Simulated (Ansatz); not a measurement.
Ansatz input

```yaml
crystal:
  lattice:
    - [3.2020302061, 0.0, 0.0]
    - [0.0, 3.2020302061, 0.0]
    - [0.0, 0.0, 3.2020302061]
  atoms:
    - { symbol: Te, position: [0.0, 0.0, 0.0] }
hamiltonian:
  xc: pbe
  pseudopotentials:
    kind: paw
    azcp:
      Te: "pseudopotentials/Te.paw.azcp"
basis:
  ecutwfc: 420
  fft_grid_basis: typed
kpoints:
  mp_grid: { grid: [16, 16, 16], shift: [0, 0, 0] }
magnetization:
  spin_polarized: false
scf:
  occupations: { method: fermi_dirac, width: 0.1 }
```

Output

```
Engine: ansatz 0.2.0, x86_64-unknown-linux-gnu
Pseudopotentials: kind: paw
Pseudopotential: Te, paw, valence charge 16, recommended cutoff 420 eV (normal) 
Functional definition: PBE
  parameter kappa = 0.804
  parameter beta = 0.06672455060314922
  exchange = pbe_x(kappa = kappa, mu = beta*pi^2/3)
  correlation = pbe_c(beta = beta)
Crystal: 1 atoms, lattice volume = 32.830 Å³
Basis set: ecut = 420 eV, 619 PW (Γ)
Bands: 12, of which v1, the nominal top of the filled ones, is band 8 counted from 1 (7 counted from 0)
Symmetry: 48 space group operations
Space group: Pm-3m (ITA 221), of the structure as read, at distance tolerance 3.2e-5 Å
k-points: 165 of 4096
Non-local potential: Te, projectors of the file, l = 0: 2, l = 1: 2, l = 2: 2, l = 3: 2
PAW form: soft (Blöchl's): semilocal exchange-correlation on the pseudo side does not see the compensation charge
PAW one-centre angular grid: Te, 590 points (default); XC on 64 Gauss nodes
Initial density: superposition of atomic densities (neutral atoms: chi_scale 0, normalization atom), corrected by the library's trained network
Initial wavefunctions: pseudopotential atomic-orbital guess
Functional: x = pbe(κ = 0.804, μ = 0.2195149727645171), c = pbe(β = 0.06672455060314922)
SCF iter   1: F=—  HF=-6979.923509 eV  |F-HF|=—  |Δ(HF+E_count)|=         —  Δρ=7.79e-4  dr2=2.68e-4  ethr=1.77e-3  ⟨swp⟩=5.3  Hψ=12233  notcnv=0
SCF iter   2: F=—  HF=-6979.923021 eV  |F-HF|=—  |Δ(HF+E_count)|=   4.88e-4  Δρ=4.46e-4  dr2=7.51e-5  ethr=1.68e-6  ⟨swp⟩=2.0  Hψ=4614  notcnv=0
SCF iter   3: F=—  HF=-6979.923090 eV  |F-HF|=—  |Δ(HF+E_count)|=   6.92e-5  Δρ=1.75e-4  dr2=1.49e-5  ethr=4.69e-7  ⟨swp⟩=3.0  Hψ=3368  notcnv=0
SCF iter   4: F=—  HF=-6979.923096 eV  |F-HF|=—  |Δ(HF+E_count)|=   6.66e-6  Δρ=7.05e-5  dr2=2.12e-6  ethr=9.33e-8  ⟨swp⟩=2.0  Hψ=2433  notcnv=0
iter 5 did not close the SCF: its close was put off for the readings that it lacked (scf_convergence_deferred on its scf_iter line)
SCF iter   5: F=-6979.923095 eV  HF=-6979.923095 eV  |F-HF|=2.90e-8  |Δ(HF+E_count)|=   9.95e-7  Δρ=1.52e-5  dr2=9.57e-8  ethr=1.32e-8  ⟨swp⟩=2.1  Hψ=3237  notcnv=0
SCF iter   6: F=-6979.923095 eV  HF=-6979.923095 eV  |F-HF|=2.94e-9  |Δ(HF+E_count)|=   2.23e-8  Δρ=2.33e-6  dr2=2.65e-9  ethr=5.98e-10  ⟨swp⟩=1.0  Hψ=5859  notcnv=0
SCF 1 converged in 6 iterations: F = -6979.923095 eV  dr2 = 2.65e-9
SCF converged after 6 iterations
Free energy (F): -6979.923095 eV
Harris-Foulkes:  -6979.923095 eV  (|F-HF|=2.94e-9)
Internal energy: -6979.903431 eV  (E = F + TS)
E sigma→0 (E₀):  -6979.913263 eV
Entropy (-TS):   -0.019664 eV (-19.664 meV/atom)
Fermi energy:    9.265209 eV
--- Per-component energies (eV) ---
  E_band       = -258.465535
  E_kinetic    = 179.739565
  E_local      = -1215.325754  (includes V_loc(G=0)·N_el)
  E_nonlocal   = -310.561483
  E_hartree    = 785.273987
  E_xc         = -123.978437
  E_vxc        = -103.673109  (∫ρ·V_xc dr)
  E_paw        = -4661.844188  (= ΣΔE_a)
  E_vpaw       = -379.189730  (= ΣTr[D̂ρ^β])
  E_aug_tail   = -0.000180  (compensation charges beyond the density's cutoff)
  E_ewald      = -1633.206942
  E_smearing   = -0.019664  (= −TS)
  E_closure    = 0.000000  (closes the sum)
  Σ components = -6979.923095   (vs F -6979.923095, Δ=0.00e0)
```

Launched by

```sh
ansatz run input.yaml --threads 1 --pin off --max-ram 3584MiB --backend cpu --events-out ev --progress --plain --runs-dir out
```

On 1 thread of Intel(R) Xeon(R) Platinum 8259CL CPU @ 2.50GHz (Skylake/Cascade Lake) (shared host) this took about 4.1 s of wall time and 4 s of CPU time.
